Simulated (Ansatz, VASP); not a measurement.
## One calculation of CaSe, two programs

```
Ca Se
1.0
     0.00000    2.96754    2.82598
     2.96754    0.00000    2.82598
     2.96754    2.96754    0.00000
Ca Se
1 1
Direct
  0.00000 0.00000 0.00000
  0.50000 0.50000 0.50000
```

Change from the starting cell: uniaxial_z strain -4.8%.

Alike in both runs: task single point; functional PBE; k mesh 8 × 8 × 8; occupations fermi-dirac, width 0.02 eV; no spin polarisation.

```csv
,VASP,Ansatz
version,VASP 6.6.1,Ansatz 0.2.0
potentials or method,"VASP PAW PBE potentials, release 64 (Ca_sv, Se)","plane waves, PAW"
plane-wave cutoff (eV),520,420
valence electrons in the cell,16,26
```

Ansatz gave:

```
gap on the k mesh at the Fermi level (eV)       : 1.89
pressure (GPa)                                  : 3.6
largest component of the traceless stress (GPa) : 4.07
```

Task: Estimate VASP's values.

Result: gap on the k mesh at the Fermi level (eV): 1.88; pressure (GPa): 3.8; largest component of the traceless stress (GPa): 4.13.

The two sets of potentials don't hold the same shells in valence.

A k mesh can miss the band edges.
